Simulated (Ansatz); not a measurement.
## NiSi2

The computed numbers are results of PBE, scalar-relativistic (collinear spin) in the plane-wave PAW code Ansatz at 420 eV, Γ-centred 12×12×12 mesh, 0.05 eV Gaussian smearing. The datasets are Ansatz's generated set soft_2.

```cif
data_structure
_symmetry_space_group_name_H-M 'P 1'
_symmetry_Int_Tables_number 1
_cell_length_a 3.8490
_cell_length_b 3.8490
_cell_length_c 3.8490
_cell_angle_alpha 60.000
_cell_angle_beta 60.000
_cell_angle_gamma 60.000
_cell_volume 40.32
loop_
_atom_site_label
_atom_site_type_symbol
_atom_site_fract_x
_atom_site_fract_y
_atom_site_fract_z
_atom_site_occupancy
Si1 Si 0.25000 0.25000 0.25000 1
Si2 Si 0.75000 0.75000 0.75000 1
Ni1 Ni 0.00000 0.00000 0.00000 1
```

The chain of runs began from a cell as deposited in COD, expanded in volume. Of that entry: the entry's cell lengths or inner coordinates differ somewhat from later room-temperature determinations.

The geometry is fixed. Moments are started on Ni in several ways. q is the propagation vector of an order in a doubled cell, in units of this cell's reciprocal vectors; doubled cells take an equivalent mesh or are counted from a ferromagnetic run in the same cell, unless said otherwise. Energies count from the first row, the state in which the cell was relaxed.

The starts:
- parallel, continued from the relaxation
- no spin polarisation
- antiparallel, q = (0, 0, 1/2)
- antiparallel, q = (0, 1/2, 1/2)
- small parallel moments

Problem. Which start ends lowest, and how far above it lies the solution without spin polarisation?

Solution. No start ends more than 0.5 meV/atom under the solution without spin polarisation, so no stable magnetic order is resolved.

```tsv
start	largest typed moment (μB)	ΔE (meV/atom)	gap on the mesh (eV)	P (GPa)	final spin moments (μB)
parallel, continued from the relaxation	0.05	0.0	metal	0.0	none
no spin polarisation	0.00	0.0	metal	0.0	none
antiparallel, q = (0, 0, 1/2)	0.80	0.0	metal	0.0	none
antiparallel, q = (0, 1/2, 1/2)	0.80	0.0	metal	0.0	none
small parallel moments	0.50	0.0	metal	0.0	none
```

The moments vanished in all starts.

The cell was relaxed in the state without moments.

Only orders that fit these small cells were tried.
